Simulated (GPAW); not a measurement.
# Fe2 Ru7 Fe2 0001: which magnetic order is lowest, part 2 of 2

Aim: find out whether Fe2 Ru7 Fe2 0001 carries moments, and which collinear order costs least.

GPAW 26.7.0; PBE; plane waves with GPAW's PAW setups, scalar-relativistic.

So far. Step 2 (Run 1 (ferro ++++)): After 57 cycles the largest moment stands at 2.75 μB.

## Step 3: Start 2: antiferro ++--

Reversing part of the moments tests the sign of the couplings between them.

Input file order2.py:

```python
import json
import numpy as np
from ase import Atoms
from ase.parallel import paropen, parprint
from gpaw import GPAW

atoms = Atoms(['Fe', 'Fe', 'Ru', 'Ru', 'Ru', 'Ru', 'Ru', 'Ru', 'Ru', 'Fe', 'Fe'],
    cell=[[2.706, 0.0, 0.0],
         [-1.353, 2.343465, 0.0],
         [0.0, 0.0, 32.594771]],
    scaled_positions=[[0.0, 0.0, 0.184079],
         [0.333333, 0.666667, 0.241167],
         [0.0, 0.0, 0.30261],
         [0.333333, 0.666667, 0.368406],
         [0.0, 0.0, 0.434203],
         [0.333333, 0.666667, 0.5],
         [0.0, 0.0, 0.565797],
         [0.333333, 0.666667, 0.631594],
         [0.0, 0.0, 0.69739],
         [0.333333, 0.666667, 0.758833],
         [0.0, 0.0, 0.815921]],
    pbc=True,
    magmoms=[2.6, 2.6, 0.0, 0.0, 0.0, 0.0, 0.0, 0.0, 0.0, -2.6, -2.6])
atoms.calc = GPAW(mode={'name': 'pw', 'ecut': 450},
    xc='PBE',
    kpts={'size': (20, 20, 1), 'gamma': True},
    occupations={'name': 'fermi-dirac', 'width': 0.05},
    convergence={'density': 1e-05, 'energy': 1e-05},
    maxiter=200,
    mixer={'name': 'pulay', 'beta': 0.03, 'nmaxold': 8, 'weight': 100},
    symmetry={'tolerance': 1e-4},
    txt='order2.txt')
e = atoms.get_potential_energy(force_consistent=True)
res = {'free_energy': e, 'energy_sigma0': atoms.get_potential_energy(), 'fermi_energy': atoms.calc.get_fermi_level()}
res['moments'] = atoms.get_magnetic_moments().tolist()
res['total'] = atoms.get_magnetic_moment()
parprint('site moments (muB):', np.round(res['moments'], 3))
parprint(f"total moment: {res['total']:.3f} muB")
parprint(f'free energy: {e:.6f} eV')
atoms.calc.write('order2.gpw')
with paropen('results.json', 'w') as f:
    json.dump(res, f)
```

Run with:

```console
OMP_NUM_THREADS=1 mpirun -n 4 gpaw python order2.py > order2.log
```

Numbers of over 12 decimals in the logs are rounded to 6 here.

Output:

```text
site moments (muB): [ 2.75   2.243 -0.109 -0.047  0.02   0.    -0.02   0.047  0.109 -2.243
 -2.75 ]
total moment: 0.000 muB
free energy: -99.262769 eV

--- order2.txt ---
Input parameters:
  mode=PW(ecut=450),
  convergence={'density': 1e-05, 'energy': 1e-05},
  kpts=MonkhorstPack(size=(20, 20, 1), gamma=True),
  maxiter=200,
  mixer=Pulay(name='pulay', nmaxold=8, beta=0.03, weight=100, sigma=0.015, g_ss=None),
  occupations=Occupations(name='fermi-dirac', width=0.05),
  symmetry=Symmetry(tolerance=0.0001),
  xc=XC(name='PBE')

Diagonalizing LCAO Hamiltonian
Converting LCAO to pw mode

       Fe

        Fe

       Ru

        Ru

       Ru

        Ru

       Ru
        Ru

       Ru
        Fe

       Fe

Atoms  # Å, Bohr magnetons
|    | symbol |         x |        y |         z |    initial magnetic moments |
|----|--------|-----------|----------|-----------|-----------------------------|
|  0 |     Fe |  0.000000 | 0.000000 |  6.000013 | ( 0.0000,  0.0000,  2.6000) |
|  1 |     Fe | -0.000001 | 1.562311 |  7.860783 | ( 0.0000,  0.0000,  2.6000) |
|  2 |     Ru |  0.000000 | 0.000000 |  9.863504 | ( 0.0000,  0.0000,  0.0000) |
|  3 |     Ru | -0.000001 | 1.562311 | 12.008109 | ( 0.0000,  0.0000,  0.0000) |
|  4 |     Ru |  0.000000 | 0.000000 | 14.152747 | ( 0.0000,  0.0000,  0.0000) |
|  5 |     Ru | -0.000001 | 1.562311 | 16.297386 | ( 0.0000,  0.0000,  0.0000) |
|  6 |     Ru |  0.000000 | 0.000000 | 18.442024 | ( 0.0000,  0.0000,  0.0000) |
|  7 |     Ru | -0.000001 | 1.562311 | 20.586662 | ( 0.0000,  0.0000,  0.0000) |
|  8 |     Ru |  0.000000 | 0.000000 | 22.731267 | ( 0.0000,  0.0000,  0.0000) |
|  9 |     Fe | -0.000001 | 1.562311 | 24.733988 | ( 0.0000,  0.0000, -2.6000) |
| 10 |     Fe |  0.000000 | 0.000000 | 26.594758 | ( 0.0000,  0.0000, -2.6000) |

Unit cell  # Å
| periodic |         x |        y |         z |   lengths |     angles |
|----------|-----------|----------|-----------|-----------|------------|
|      yes |  2.706000 | 0.000000 |  0.000000 |  2.706000 |  90.000000 |
|      yes | -1.353000 | 2.343465 |  0.000000 |  2.706000 |  90.000000 |
|      yes |  0.000000 | 0.000000 | 32.594771 | 32.594771 | 119.999997 |

Number of symmetries: 6

BZ-sampling:
  Number of BZ points: 400
  Number of IBZ points: 44

  Monkhorst-Pack size: [20, 20, 1]
  Monkhorst-Pack shift: [0.025, 0.025, 0.0]

Plane wave coefficients: 4525
Cutoff: 450.000000 eV

Spin-components: 2 (collinear spins)
Bands:           91
Projectors:      66
Spin-degeneracy: 1
Datatype:        complex128

Parallelization:
  kpt:    4
  domain: 1
  band:   1

Density:
  Valence electrons: 144.0
  Components: 2
  Grid points: [ 14  14 160]
  Charge: 0.0  # |e|

Potential:
  Grid points: [ 14  14 160]

[... setups left out ...]
Reference energy: -1001193.693280  # eV

eigensolver:
  PPCG
  Converge bands: occupied
  niter=2

density mixing:
  Pulay-Mixer
  Linear mixing parameters: 0.03
  Old densities: 8
  Fourier metric: weight=100, sigma=0.015

occupation numbers:
  Fermi-Dirac:
    width: 0.0500  # eV

poisson solver:
  ecut: 3600.000000  # eV

xc functional:
  name: PBE with 2 nearest neighbor stencil

convergence criteria:
- Maximum integral of absolute [dens]ity change: 1e-05 electrons / valence electron
- Maximum [total energy] change in last 3 cyles: 1e-05 eV / valence electron
- Maximum integral of absolute [eigenst]ate change: 4e-08 eV^2 / valence electron
maximum number of iterations: 200

SCF iterations
|iter     |      energy | eigst |  dens |  magmom |
|---------|-------------|-------|-------|---------|
|iter:   1|       0s | -122.736537 | +0.32 |       |  +0.0000|
|iter:   2|      15s | -408.878073 | +1.35 | -0.64 |  -0.0000|
|iter:   3|      30s | -113.523957 | +0.15 | -0.42 |  -0.0000|
|iter:   4|      45s | -116.116039 | -0.92 | -0.82 |  -0.0000|
|iter:   5|      60s | -115.092603 | -2.21 | -0.80 |  -0.0001|
|iter:   6|      76s | -126.380949 | -2.09 | -0.82 |  +0.0009|
|iter:   7|      91s | -114.893304 | -1.84 | -0.73 |  -0.0022|
|iter:   8|     106s | -103.777282 | -1.28 | -0.82 |  -0.0165|
|iter:   9|     121s | -103.143586 | -2.60 | -1.07 |  -0.0201|
|iter:  10|     139s | -102.460838 | -2.00 | -1.10 |  -0.0306|
[... 48 iterations left out ...]
|iter:  59|     866s |  -99.209901c| -7.51c| -4.45 |  +0.0002|
|iter:  60|     874s |  -99.209900c| -8.49c| -4.70 |  +0.0002|
|iter:  61|     883s |  -99.209900c| -8.00c| -4.69 |  +0.0002|
|iter:  62|     891s |  -99.209900c| -8.46c| -4.78 |  +0.0002|
|iter:  63|     901s |  -99.209900c| -8.36c| -4.81 |  +0.0001|
|iter:  64|     913s |  -99.209900c| -8.63c| -4.86 |  +0.0001|
|iter:  65|     924s |  -99.209899c| -8.82c| -4.89 |  +0.0001|
|iter:  66|     935s |  -99.209898c| -9.07c| -4.95 |  +0.0001|
|iter:  67|     948s |  -99.209898c| -8.99c| -4.98 |  +0.0001|
|iter:  68|     960s |  -99.209897c| -8.72c| -5.02c|  +0.0001|

Converged in 68 steps
Energy contributions relative to reference atoms: (reference = -1001193.693280)

Energy contributions:
  Kinetic:          21.091492
  Coulomb:         -40.416916
  Zero:             -0.754381
  External:          0.000000
  Xc:              -79.077220
  Entropy:          -0.105744
  Spinorbit:         0.000000
  ----------------------------
  Free energy:     -99.262769
  Extrapolated:    -99.209897

dipole moment: (-39.319966, -36.255852, -0.000644)  # |e|*Ang

Total magnetic moment: (0.000000, 0.000000, 0.000089)

Local magnetic moments
|        x |        y |         z |
|----------|----------|-----------|
| 0.000000 | 0.000000 |  2.750144 |  # Fe   0
| 0.000000 | 0.000000 |  2.242793 |  # Fe   1
| 0.000000 | 0.000000 | -0.108593 |  # Ru   2
| 0.000000 | 0.000000 | -0.046545 |  # Ru   3
| 0.000000 | 0.000000 |  0.020263 |  # Ru   4
| 0.000000 | 0.000000 |  0.000006 |  # Ru   5
| 0.000000 | 0.000000 | -0.020262 |  # Ru   6
| 0.000000 | 0.000000 |  0.046521 |  # Ru   7
| 0.000000 | 0.000000 |  0.108595 |  # Ru   8
| 0.000000 | 0.000000 | -2.242661 |  # Fe   9
| 0.000000 | 0.000000 | -2.750138 |  # Fe  10

Fermi level: 7.184
Eigenvalues  # (at kpt = [-0.000, -0.000, 0.000])
| band index |      eig [eV] | occ [0-1] |      eig [eV] | occ [0-1] |
|------------|---------------|-----------|---------------|-----------|
|          0 |       -65.957 |     1.000 |       -65.957 |     1.000 |
|        ... |               |           |               |           |
|         69 |         6.232 |     1.000 |         6.232 |     1.000 |
|         70 |         6.476 |     1.000 |         6.476 |     1.000 |
|         71 |         6.476 |     1.000 |         6.476 |     1.000 |
|         72 |         6.812 |     0.999 |         6.812 |     0.999 |
|         73 |         6.812 |     0.999 |         6.812 |     0.999 |
|         74 |         6.820 |     0.999 |         6.820 |     0.999 |
|         75 |         6.950 |     0.991 |         6.950 |     0.991 |
|         76 |         6.950 |     0.991 |         6.950 |     0.991 |
|         77 |         7.276 |     0.139 |         7.276 |     0.139 |
|         78 |         7.276 |     0.139 |         7.276 |     0.139 |
|         79 |         7.328 |     0.054 |         7.328 |     0.054 |
|         80 |         7.593 |     0.000 |         7.593 |     0.000 |
|         81 |         7.670 |     0.000 |         7.670 |     0.000 |
|         82 |         7.670 |     0.000 |         7.670 |     0.000 |
|         83 |         8.004 |     0.000 |         8.004 |     0.000 |
|         84 |         8.004 |     0.000 |         8.004 |     0.000 |
|        ... |               |           |               |           |
|         90 |         8.411 |     0.000 |         8.411 |     0.000 |

No gap
No difference between direct/indirect transitions
```

Wall time 17 min (4 MPI ranks of Intel Xeon at 2.70GHz, shared host); peak memory 1.6 GiB.

Spin moment in the augmentation sphere by atom:

```tsv
atom	spin moment in the augmentation sphere (μB)
Fe1	2.75
Fe2	2.24
Ru3	-0.11
Ru4	-0.05
Ru5	0.02
Ru6	0.00
Ru7	-0.02
Ru8	0.05
Ru9	0.11
Fe10	-2.24
Fe11	-2.75
```

Read from the output:

| Property | Result |
| --- | --- |
| magnetization | 0 μB |
| final state | antiferromagnetic |

It lies 0.301 meV a seeded atom over the first start, and its largest moment is 2.75 μB against 2.75 μB.

## Step 4: Ranking

These are free energies at a smearing of 0.05 eV, so its entropy term is in the differences. They are divided by the number of seeded atoms, so that cells of unlike size compare.

Orders:

```tsv
start	final state	typed order kept	energy over the lowest (meV a seeded atom)	largest site moment (μB)	net moment (μB a primitive cell)	mesh matched	CPU time (s)
ferro ++++	ferromagnetic	yes	0	2.753	9.873	yes	3391
antiferro ++--	antiferromagnetic	yes	0.3012	2.75	8.92e-5	yes	4035
```

## Step 5: Outcome

| Item | Value |
| --- | --- |
| lowest state found | ferromagnetic (typed ferro ++++) |
| largest site moment | 2.75 μB |
| next state | antiferromagnetic, 0.301 meV a seeded atom higher |

In words: The lowest state found is ferromagnetic, reached from the start ferro ++++, with moments up to 2.75 μB. The two lowest states lie so close that the mesh, the functional or spin–orbit coupling could swap them. Only 2 starts are shown; other collinear patterns, canted and longer-period orders are not.

[Logs and program files are shortened in this print: banners, set-up blocks, solver, clock and traceback lines can be left out without a mark of their own.]

[Logs are printed without paths, hosts, clocks, repeated set-up lines and the standing remarks that a program may print on its own settings, such as how far it seeks lower states.]

[Hosts, paths, dates, database ids (printed as entryN), source tags and the programs' standing remarks are cut or masked in the printed files.]

[Where a cell is said to come from a database of computed structures, the database is the Materials Project.]
